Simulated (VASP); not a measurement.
Wanted: the native input for a VASP 6.6.1 run.

```
Task                   : single point
Functional             : r2SCAN
Potentials or basis    : VASP PAW PBE potentials, release 64 (Mo_sv, S)
Cutoff                 : 520 eV
k mesh                 : 8 × 8 × 4
Occupations            : methfessel-paxton, width 0.1 eV
Spin                   : no spin polarisation
Dipole correction      : no
Further INCAR settings : ALGO = Normal; EDIFF = 1e-06; NBANDS = 20
```

MoS2:

```xyz
3
Lattice="3.2275 0.0000 0.0000 -1.6137 2.7951 0.0000 0.0000 0.0000 6.3125" Properties=species:S:1:pos:R:3 pbc="T T T"
Mo    0.0000    0.0000    3.1562
S     0.0000    1.8634    1.6117
S     1.6137    0.9317    4.7008
```

Measurements of this composition are mostly on another form, of space group No. 194.

The input as run:

POSCAR

```
MoS2
1.0
    3.2274650000      0.0000000000      0.0000000000
   -1.6137320000      2.7950660000      0.0000000000
    0.0000000000      0.0000000000      6.3124730000
Mo S
1 2
Direct
    0.0000000000      0.0000000000      0.5000000000
    0.3333330000      0.6666670000      0.2553190000
    0.6666670000      0.3333330000      0.7446810000
```

INCAR.step1

```
ALGO = Normal
EDIFF = 1E-4
ENCUT = 520
GGA = PE
ISMEAR = 1
LASPH = T
LCHARG = F
LREAL = F
LWAVE = T
NBANDS = 20
NELM = 100
PREC = Accurate
SIGMA = 0.1
```

INCAR.step2

```
ALGO = Normal
EDIFF = 1E-6
ENCUT = 520
ISIF = 2
ISMEAR = 1
ISTART = 1
LASPH = T
LCHARG = T
LELF = T
LMIXTAU = T
LREAL = F
LVHAR = T
LWAVE = F
METAGGA = R2SCAN
NBANDS = 20
NELM = 100
PREC = Accurate
SIGMA = 0.1
```

KPOINTS

```
k-points
0
Gamma
  8 8 4
```

Potentials or basis: VASP PAW PBE potentials, release 64 (Mo_sv, S).

Run with:

```bash
$ cat potpaw_PBE.64/Mo_sv/POTCAR potpaw_PBE.64/S/POTCAR > POTCAR
$ cp INCAR.step1 INCAR
$ mpirun -np 1 vasp_std > vasp.out
$ cp INCAR.step2 INCAR
$ mpirun -np 1 vasp_std > vasp.out
```

Results of the run:

* Pressure: 0.1 GPa
* Largest force: 0.065 eV/Å
* Band gap on the k mesh: none (metal or under the smearing width)

Caveat: the PAW data sets were made with another functional, which shifts forces and pressure a little.

It took 63 s on 1 thread of Intel(R) Xeon(R) 6975P-C (Granite Rapids), with other jobs on the host, peak memory 0.19 GiB.
